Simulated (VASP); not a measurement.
# SnSe (Fm-3m) in VASP: further runs

One crystal, SnSe, is run at these levels: HSE06, PBE; tasks: single point.

Everything below comes from runs of VASP 6.6.1. Logs are shortened: lines on timing, memory, paths and dates and some standing lists are left out, and cuts for length are marked.

## Step 1: The crystal as given

The structure is cubic, space group Fm-3m (No. 225). The conventional cell has a = 6.004 Å, b = 6.004 Å, c = 6.004 Å, α = 90.00°, β = 90.00°, γ = 90.00°. Sn (site symmetry m-3m) has 6 Se at 3.00 Å as nearest neighbours. Se (site symmetry m-3m) is surrounded by 6 Sn at 3.00 Å.

The cell was built by a generator and needn't be a form met in nature.

## Step 2: Single point, HSE06

Contents of POSCAR:

```
SnSe
1.0
    0.0000000000      3.0021131514      3.0021131514
    3.0021131514      0.0000000000      3.0021131514
    3.0021131514      3.0021131514      0.0000000000
Sn Se
1 1
Direct
    0.0000000000      0.0000000000      0.0000000000
    0.5000000000      0.5000000000      0.5000000000
```

Contents of INCAR.step1:

```
PREC     = Accurate       # precision mode
ENCUT    = 520            # plane-wave cutoff, eV
EDIFF    = 1E-5           # SCF threshold, eV
ISMEAR   = 0              # smearing method
SIGMA    = 0.01           # smearing width, eV
LREAL    = False          # projectors in reciprocal space
LASPH    = True           # aspherical terms in the spheres
NELM     = 100            # most SCF steps
ALGO     = Normal         # electronic algorithm
ISIF     = 2              # what is computed and relaxed
LWAVE    = True           # write WAVECAR
LCHARG   = False          # write CHGCAR
NBANDS   = 17             # bands
GGA      = PE             # functional
```

Contents of INCAR.step2:

```
PREC     = Accurate       # precision mode
ENCUT    = 520            # plane-wave cutoff, eV
EDIFF    = 1E-7           # SCF threshold, eV
ISMEAR   = 0              # smearing method
SIGMA    = 0.01           # smearing width, eV
LREAL    = False          # projectors in reciprocal space
LASPH    = True           # aspherical terms in the spheres
NELM     = 100            # most SCF steps
ALGO     = Normal         # electronic algorithm
ISIF     = 2              # what is computed and relaxed
LWAVE    = False          # write WAVECAR
LCHARG   = False          # write CHGCAR
GGA      = PE             # functional
LHFCALC  = True           # exact exchange
HFSCREEN = 0.2079         # screening, 1/A
PRECFOCK = Normal       
NBANDS   = 17             # bands
ISTART   = 1
```

Contents of KPOINTS:

```
Automatic mesh
0
Gamma
  4 4 4
```

Potentials or basis: VASP PAW PBE potentials, release 64 (Sn_d, Se).

Command:

```bash
cat potpaw_PBE.64/Sn_d/POTCAR potpaw_PBE.64/Se/POTCAR > POTCAR
cp INCAR.step1 INCAR
mpirun -np 1 vasp_std > vasp.out
cp INCAR.step2 INCAR
mpirun -np 1 vasp_std > vasp.out
```

OUTCAR:

```text
PREC = Accurate
   ENCUT = 520
   EDIFF = 1E-7
   ISMEAR = 0
   LREAL = False
   LASPH = True
   NELM = 100
   ISIF = 2
   GGA = PE
   LHFCALC = True
   HFSCREEN = 0.2079
   PRECFOCK = Normal
   ISTART = 1

 ion  position               nearest neighbor table
   1  0.000  0.000  0.000-   2 3.00   2 3.00   2 3.00   2 3.00   2 3.00   2 3.00
   2  0.500  0.500  0.500-   1 3.00   1 3.00   1 3.00   1 3.00   1 3.00   1 3.00

  LATTYP: Found a face centered cubic cell.
 ALAT       =     6.0042263028

  Lattice vectors:

 A1 = (   0.0000000000,   3.0021131514,   3.0021131514)
 A2 = (   3.0021131514,   0.0000000000,   3.0021131514)
 A3 = (   3.0021131514,   3.0021131514,   0.0000000000)

Analysis of symmetry for initial positions (statically):
=====================================================================
 Subroutine PRICEL returns:
 Original cell was already a primitive cell.

 Routine SETGRP: Setting up the symmetry group for a
 face centered cubic supercell.

 Subroutine GETGRP returns: Found 48 space group operations
 (whereof 48 operations were pure point group operations)
 out of a pool of 48 trial point group operations.

The static configuration has the point symmetry O_h .

Analysis of symmetry for dynamics (positions and initial velocities):
=====================================================================
 Subroutine PRICEL returns:
 Original cell was already a primitive cell.

 Routine SETGRP: Setting up the symmetry group for a
 face centered cubic supercell.

 Subroutine GETGRP returns: Found 48 space group operations
 (whereof 48 operations were pure point group operations)
 out of a pool of 48 trial point group operations.

The dynamic configuration has the point symmetry O_h .

 Subroutine INISYM returns: Found 48 space group operations
 (whereof 48 operations are pure point group operations),
 and found     1 'primitive' translations

----------------------------------------------------------------------------------------

                                     Primitive cell

  volume of cell :      54.1142

  direct lattice vectors                    reciprocal lattice vectors
     0.000000000  3.002113151  3.002113151    -0.166549352  0.166549352  0.166549352
     3.002113151  0.000000000  3.002113151     0.166549352 -0.166549352  0.166549352
     3.002113151  3.002113151  0.000000000     0.166549352  0.166549352 -0.166549352

  length of vectors
     4.245629134  4.245629134  4.245629134     0.288471940  0.288471940  0.288471940

  position of ions in fractional coordinates (direct lattice)
     0.000000000  0.000000000  0.000000000
     0.500000000  0.500000000  0.500000000

  ion indices of the primitive-cell ions
   primitive index   ion index
                 1           1
                 2           2

----------------------------------------------------------------------------------------

 KPOINTS: Automatic mesh

Automatic generation of k-mesh.
 Grid dimensions read from file:
 generate k-points for:    4    4    4

 Generating k-lattice:

  Cartesian coordinates                     Fractional coordinates (reciprocal lattice)
    -0.041637338  0.041637338  0.041637338     0.250000000  0.000000000  0.000000000
     0.041637338 -0.041637338  0.041637338     0.000000000  0.250000000  0.000000000
     0.041637338  0.041637338 -0.041637338     0.000000000  0.000000000  0.250000000

  Length of vectors
     0.072117985  0.072117985  0.072117985

  Shift w.r.t. Gamma in fractional coordinates (k-lattice)
     0.000000000  0.000000000  0.000000000

 Subroutine IBZKPT returns following result:
 ===========================================

 Found      8 irreducible k-points:

 Following reciprocal coordinates:
            Coordinates               Weight
  0.000000  0.000000  0.000000      1.000000
  0.250000  0.000000  0.000000      8.000000
  0.500000  0.000000  0.000000      4.000000
  0.250000  0.250000  0.000000      6.000000
  0.500000  0.250000  0.000000     24.000000
 -0.250000  0.250000  0.000000     12.000000
  0.500000  0.500000  0.000000      3.000000
 -0.250000  0.500000  0.250000      6.000000
   k-points           NKPTS =      8   k-points in BZ     NKDIM =     64   number of bands    NBANDS=     17
   number of dos      NEDOS =    301   number of ions     NIONS =      2
   total plane-waves  NPLWV =  32768
   dimension x,y,z NGX =    32 NGY =   32 NGZ =   32
   dimension x,y,z NGXF=    64 NGYF=   64 NGZF=   64
   ions per type =               1   1
   NGX,Y,Z   is equivalent  to a cutoff of  12.53, 12.53, 12.53 a.u.
   NGXF,Y,Z  is equivalent  to a cutoff of  25.06, 25.06, 25.06 a.u.
 SYSTEM =  unknown system
   PREC   = accura    normal or accurate (medium, high low for compatibility)
   ISTART =      1    job   : 0-new  1-cont  2-samecut
   ICHARG =      0    charge: 1-file 2-atom 10-const
   ISPIN  =      1    spin polarized calculation?
   LNONCOLLINEAR =      F non collinear calculations
   LSORBIT =      F    spin-orbit coupling
   LASPH  =      T    aspherical Exc in radial PAW
   ENCUT  =  520.0 eV  38.22 Ry    6.18 a.u.   7.89  7.89  7.89*2*pi/ulx,y,z
   NELM   =    100;   NELMIN=  2; NELMDL=  0     # of ELM steps
   EDIFF  = 0.1E-06   stopping-criterion for ELM
   LREAL  =      F    real-space projection
   EDIFFG = 0.1E-05   stopping-criterion for IOM
   NSW    =      0    number of steps for IOM
   IBRION =     -1    ionic relax: 0-MD 1-quasi-New 2-CG
   NFREE  =      0    steps in history (QN), initial steepest desc. (CG)
   ISIF   =      2    stress and relaxation
   ISYM   =      3    0-nonsym 1-usesym 2-fastsym
   POTIM  = 0.5000    time-step for ionic-motion
   TEBEG  =    0.0;   TEEND  =   0.0 temperature during run
   PSTRESS=    0.0 pullay stress
   NELECT =      20.0000    total number of electrons
   NUPDOWN=      -1.0000    fix difference up-down
   EMIN   =  10.00;   EMAX   =-10.00  energy-range for DOS
   EFERMI =   0.00;   METHOD = LEGACY
   ISMEAR =     0;   SIGMA  =   0.01  broadening in eV -4-tet -1-fermi 0-gaus
   EFERMI_NEDOS =   21; number of points for ismear=-14 and -15
   IALGO  =     38    algorithm
   IMIX   =      1    mixing-type and parameters
     AMIX     =   0.40;   BMIX     =  1.00
     AMIX_MAG =   1.60;   BMIX_MAG =  1.00
  volume/ion in A,a.u.               =      27.06       182.59
  Fermi-wavevector in a.u.,A,eV,Ry     =   1.174846  2.220138 18.779634  1.380264
  Thomas-Fermi vector in A             =   2.311237
   LORBIT       =      0    0 simple, 1 ext, 2 COOP (PROOUT), +10 PAW based schemes
   GGA     = PE    functional components
   LHFCALC =     T    Hartree Fock is set to
   PRECFOCK=normal    Normal, Fast or Accurate (Low or Medium for compatibility)
   ENCUT4O =  -1.0   cutoff for four orbital integrals eV
   NKREDX  =     1    reduce k-point grid by
   NKREDY  =     1    reduce k-point grid by
   NKREDZ  =     1    reduce k-point grid by
   AEXX    =    0.2500 exact exchange contribution
   HFSCREEN=    0.2079 screening length (either q_TF or 0.3 A-1)
   HFSCREENC=   0.2079 screening length for correlation (either q_TF or 0.3 A-1)
   ENCUTFOCK=  -1.0 apply spherical cutoff to Coloumb kernel
   IVDW    =     0    specifies the selected vdW correction
   LEPSILON=     F    determine dielectric tensor
   LRPA    =     F    only Hartree local field effects (RPA)
 non-spin polarized calculation
 Gauss-broadening in eV      SIGMA  =   0.01
  energy-cutoff  :      520.00
  volume of cell :       54.11
 maximum number of plane-waves:      1475
  NGX = 24; NGY = 24; NGZ = 24

 number of electron      20.0000007 magnetization

 Free energy of the ion-electron system (eV)
  ---------------------------------------------------
  ext. energy  EPLUGINS =         0.00000000
  ---------------------------------------------------
  free energy    TOTEN  =        -9.79255518 eV

  energy without entropy =       -9.79255518  energy(sigma->0) =       -9.79255518

 E-fermi :   5.7432     XC(G=0):  -8.0466

 val. band max:        5.6797163901   @ k =   0.5000   0.0000   0.0000
 cond. band min:       6.1980537224   @ k =   0.5000   0.0000   0.0000
 fundamental gap:      0.5183373322
 Fermi energy:         5.7431516969

 k-point     1 :       0.0000    0.0000    0.0000
  band No.  band energies     occupation
      1     -18.4568      2.00000
      2     -18.4568      2.00000
      3     -18.4498      2.00000
      4     -18.4498      2.00000
      5     -18.4498      2.00000
      6     -10.0604      2.00000
[... 9 lines left out ...]
     16      11.8623      0.00000
     17      14.2718      0.00000

 k-point     2 :       0.2500    0.0000    0.0000
  band No.  band energies     occupation
      1     -18.4611      2.00000
      2     -18.4611      2.00000
      3     -18.4487      2.00000
      4     -18.4438      2.00000
      5     -18.4438      2.00000
      6      -9.6054      2.00000
[... 9 lines left out ...]
     16      13.2899      0.00000
     17      17.7363      0.00000

 k-point     3 :       0.5000    0.0000    0.0000
  band No.  band energies     occupation
      1     -18.4660      2.00000
      2     -18.4660      2.00000
      3     -18.4476      2.00000
      4     -18.4373      2.00000
      5     -18.4373      2.00000
      6      -9.0039      2.00000
[... 9 lines left out ...]
     16      16.4966      0.00000
     17      16.4966      0.00000

 k-point     4 :       0.2500    0.2500    0.0000
  band No.  band energies     occupation
      1     -18.4711      2.00000
      2     -18.4532      2.00000
      3     -18.4530      2.00000
      4     -18.4408      2.00000
      5     -18.4408      2.00000
      6      -9.4544      2.00000
[... 9 lines left out ...]
     16      15.3737      0.00000
     17      15.3737      0.00000

 k-point     5 :       0.5000    0.2500    0.0000
  band No.  band energies     occupation
      1     -18.4769      2.00000
      2     -18.4570      2.00000
      3     -18.4496      2.00000
      4     -18.4379      2.00000
      5     -18.4350      2.00000
      6      -8.8576      2.00000
[... 9 lines left out ...]
     16      16.9815      0.00000
     17      17.7541      0.00000

 k-point     6 :      -0.2500    0.2500    0.0000
  band No.  band energies     occupation
      1     -18.4673      2.00000
      2     -18.4630      2.00000
      3     -18.4450      2.00000
      4     -18.4407      2.00000
      5     -18.4402      2.00000
      6      -9.0547      2.00000
[... 9 lines left out ...]
     16      15.4443      0.00000
     17      16.6149      0.00000

 k-point     7 :       0.5000    0.5000    0.0000
  band No.  band energies     occupation
      1     -18.4895      2.00000
      2     -18.4566      2.00000
      3     -18.4491      2.00000
      4     -18.4315      2.00000
      5     -18.4315      2.00000
      6      -8.6850      2.00000
[... 9 lines left out ...]
     16      18.0409      0.00000
     17      18.9935      0.00000

 k-point     8 :      -0.2500    0.5000    0.2500
  band No.  band energies     occupation
      1     -18.4795      2.00000
      2     -18.4571      2.00000
      3     -18.4443      2.00000
      4     -18.4443      2.00000
      5     -18.4315      2.00000
      6      -8.6533      2.00000
[... 9 lines left out ...]
     16      17.6384      0.00000
     17      19.1437      0.00000

------------------------ aborting loop because EDIFF is reached ----------------------------------------

  FORCE on cell =-STRESS in cart. coord.  units (eV):
  Direction    XX          YY          ZZ          XY          YZ          ZX
  --------------------------------------------------------------------------------------
  -------------------------------------------------------------------------------------
  Total       -0.5081582     -0.5081582     -0.5081582      0.0000000     -0.0000000      0.0000000
  in kB      -15.0452124    -15.0452124    -15.0452124      0.0000000     -0.0000000      0.0000000
  external PRESSURE =     -15.0452124 kB  Pullay stress =       0.0000000 kB

 VOLUME and BASIS-vectors are now :
 -----------------------------------------------------------------------------
  energy-cutoff  :      520.00
  volume of cell :       54.11
      direct lattice vectors                 reciprocal lattice vectors
     0.000000000  3.002113151  3.002113151    -0.166549352  0.166549352  0.166549352
     3.002113151  0.000000000  3.002113151     0.166549352 -0.166549352  0.166549352
     3.002113151  3.002113151  0.000000000     0.166549352  0.166549352 -0.166549352

 POSITION                                       TOTAL-FORCE (eV/Angst)
 -----------------------------------------------------------------------------------
      0.00000      0.00000      0.00000        -0.000000      0.000000     -0.000000
      3.00211      3.00211      3.00211         0.000000     -0.000000      0.000000
 -----------------------------------------------------------------------------------
    total drift:                               -0.000000      0.000000     -0.000000

  FREE ENERGIE OF THE ION-ELECTRON SYSTEM (eV)
  ---------------------------------------------------
  free  energy   TOTEN  =        -9.7925551763 eV

  energy  without entropy=       -9.7925551763  energy(sigma->0) =       -9.79255518
```

It took 5.5 min on 1 thread of AMD EPYC 9R45 (Zen 5), shared host; peak memory 0.26 GiB.

What came out:

```
Free energy            : -9.7926 eV
Pressure               : -1.5 GPa
Band gap on the k mesh : 0.52 eV, direct
```

Caveat: the k mesh is coarse (spacing up to 0.45 Å⁻¹), so the values aren't converged, least of all with exact exchange; the PAW data sets were made with another functional, which shifts forces and pressure a little; spin-orbit coupling is left out, which moves the levels of the heavy elements.

## Step 3: Single point, PBE

Contents of INCAR:

```
SYSTEM = SnSe
ALGO = Normal
EDIFF = 1E-6
ENCUT = 520
GGA = PE
ISIF = 2
ISMEAR = 0
LASPH = .TRUE.
LCHARG = .TRUE.
LELF = .TRUE.
LREAL = .FALSE.
LVHAR = .TRUE.
LWAVE = .FALSE.
NBANDS = 17
NELM = 100
PREC = Accurate
SIGMA = 0.01
```

Contents of KPOINTS:

```
k-points
0
G
  6 6 6
  0 0 0
```

POSCAR is that of step 2.

Potentials or basis: VASP PAW PBE potentials, release 64 (Sn_d, Se).

Command:

```bash
cat potpaw_PBE.64/Sn_d/POTCAR potpaw_PBE.64/Se/POTCAR > POTCAR
mpirun -np 1 vasp_std > vasp.out
```

Wall time 8.2 s (1 thread of AMD EPYC 9R45 (Zen 5), shared host); peak memory 0.15 GiB.

Results (log left out):

* Free energy: -8.2333 eV
* Pressure: 1.0 GPa
* Band gap on the k mesh: 0.61 eV, direct

Levels at points of the mesh, in eV from the valence-band top:
| k point | band 7 | band 8 | band 9 | band 10 | band 11 | band 12 | band 13 | band 14 |
| --- | --- | --- | --- | --- | --- | --- | --- | --- |
| (0.00, 0.00, 0.00) | -5.03 | -2.21 | -2.21 | -2.21 | 4.36 | 4.36 | 4.36 | 5.87 |
| (0.50, 0.00, 0.00) | -8.08 | -1.97 | -1.97 | 0.00 | 0.61 | 1.26 | 1.26 | 8.27 |
| (0.50, 0.50, 0.00) | -5.99 | -5.51 | -3.67 | -3.67 | 3.01 | 5.40 | 5.40 | 6.02 |

Caveat: spin-orbit coupling is left out, which moves the levels of the heavy elements.
